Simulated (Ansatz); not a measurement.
Level of theory: DFT PBE, scalar-relativistic, plane waves, PAW (Ansatz). Settings: cutoff 420 eV, Γ-centred meshes spaced at most about 0.3 Å⁻¹, and about 0.25 Å⁻¹ or finer for metals (2π included), Gaussian smearing. No spin polarisation.

Each guess is relaxed in cell and atoms at zero pressure, on a coarse mesh first where it starts far from rest and then on a converged one. The steps can't lower the symmetry of the start, but it can rise. Energies are static (0 K, no zero-point motion).

Two unrelaxed guesses for Zn₂SnO₃:

A.

```
CELL_PARAMETERS angstrom
3.74448 0.00000 0.00000
-1.87224 3.24281 0.00000
0.00000 0.00000 8.55649
ATOMIC_POSITIONS crystal
Zn 0.33333 0.66667 0.00000
Zn 0.66667 0.33333 0.00000
Sn 0.00000 0.00000 0.50000
O 0.00000 0.00000 0.00000
O 0.00000 0.00000 0.28090
O 0.00000 0.00000 0.71910
```

B.

```
CELL_PARAMETERS angstrom
2.51444 1.45171 3.96697
-2.51444 1.45171 3.96697
0.00000 -2.90343 3.96697
ATOMIC_POSITIONS crystal
Zn 0.62348 0.62348 0.62348
Zn 0.37652 0.37652 0.37652
Sn 0.00000 0.00000 0.00000
O 0.00000 0.50000 0.00000
O 0.50000 0.00000 0.00000
O 0.00000 0.00000 0.50000
```

Question: Where do they end, and which end is lower?

Answer: B ends lower, by 0.92 eV/atom. A: P6/mmm at 17.3 Å³/atom → P6/mmm at 22.6 Å³/atom; B: R-3m at 14.5 Å³/atom → R-3m at 12.9 Å³/atom. Counting O atoms around Sn and Zn (those within 1.25 times the shortest such distance or 1.15 times the sum of covalent radii, 1.27 where that leaves under three; the shortest distance is added where it exceeds 1.18 times the sum of covalent radii), the end of A has Zn 3 from 2.3 Å, Sn 2 and the end of B has Zn 3 from 2.2 Å, Sn 6. End of A. Conventional cell: a = 4.065 Å, c = 9.459 Å. Around Zn lie 3 O at 2.35 Å and 3 Zn at 2.35 Å; around Sn lie 2 O at 1.86 Å; around O on a site of symmetry 6/mmm lie 6 Zn at 2.35 Å and 2 O at 2.87 Å; 1 more site not described. End of B. Conventional cell: a = 5.822 Å, c = 7.895 Å. Zn has 3 O at 2.24 Å, 1 Zn at 2.30 Å and 1 Sn at 2.80 Å; Sn is surrounded by 6 O at 2.13 Å and 2 Zn at 2.80 Å; O has 2 Sn at 2.13 Å and 2 Zn at 2.24 Å.

Ends held by symmetry can be saddle points. Neither end is the lowest form computed: that has space group Cm (No. 8) and lies 0.38 eV/atom below the better end. Weakly bound directions are ill-defined at this level, which has no dispersion term (P6/mmm), and this can change margins and order among such cells. Some structure types and database cells were kept out of the candidates from the start, so a known form may be missing.
